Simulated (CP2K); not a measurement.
Nb:

```
CELL_PARAMETERS angstrom
2.70682 0.00000 0.00000
-0.73600 3.27528 0.00000
-0.82961 -1.97253 1.99622
ATOMIC_POSITIONS crystal
Nb 0.00000 0.00000 0.00000
```

This isn't the form of Nb at room conditions, which is bcc.

Base run:

- Program: CP2K 2026.2
- Functional: PBEsol
- Potentials or basis: POTENTIAL_UZH Nb GTH-PBE-q13; TZVP-MOLOPT-PBE-GTH basis
- Density cutoff: 9184 eV
- k mesh: 12 × 11 × 13
- Occupations: fermi-dirac, width 0.05 eV
- Spin: no spin polarisation

Its results: band gap on the k mesh none (metal or under the smearing width); pressure 7.1 GPa.

Q: The run is repeated on the same cell with these changes: functional from PBEsol to HLE17. What comes out?

A: Band gap on the k mesh none (metal or under the smearing width); pressure -10.6 GPa.

Caveats: the potentials were made for another functional, which shifts forces and pressure; the basis of atomic orbitals isn't converged, which shifts pressures, moduli and gaps; the potentials were made for a functional far from this one (some runs).
